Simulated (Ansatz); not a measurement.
Results of PBE in Ansatz (PAW) for wurtzite InN.

Run with plane-wave cutoff 520 eV, 12×12×6 k mesh (along the axes of the cell as run), Fermi–Dirac smearing 0.01 eV, scalar-relativistic PAW data made under PBE.

Energies at three volumes about the minimum:

```csv
V (Å³/atom),E − E_lowest (meV/atom)
15.741,2.54
16.062,0.00
16.383,2.34
```

Task: Fit a parabola by hand: where is the minimum, and what is the bulk modulus?

Result: Slopes: (0.00 − 2.54)/(16.062 − 15.741) = -7.913 and (2.34 − 0.00)/(16.383 − 16.062) = 7.290 meV/Å³. Curvature E″ = 2 × (7.290 − (-7.913))/(16.383 − 15.741) = 47.361 meV/Å⁶. From the middle of the first interval, the slope vanishes at V0 = 15.9015 − (-7.913)/47.361 = 16.069 Å³/atom. B = V0 E″ = 16.069 × 47.361 meV/Å³ × 0.1602 GPa per meV/Å³ = 122 GPa. The full Birch–Murnaghan fit to all volumes gives V0 = 16.063 Å³/atom and B0 = 122 GPa.

Shape and atoms are relaxed at each volume.

Measured, for comparison: bulk modulus 126 GPa (room temperature, not corrected to a static lattice; as tabulated in Phys. Rev. B 49, 14 (GaN and InN under pressure), abstract); equilibrium volume per atom 15.38 Å³/atom (300 K, not corrected to a static lattice; as tabulated in Wikipedia's data pages). Computed (rounded) less measured: bulk modulus -3 %, equilibrium volume per atom +4.4 %.

Note: the gap of the solid is closed in this run; this level leaves the solid without a gap, although one is measured; the bulk modulus comes from volumes at which shape and atoms were relaxed.

Ansatz is a program for electronic structure.
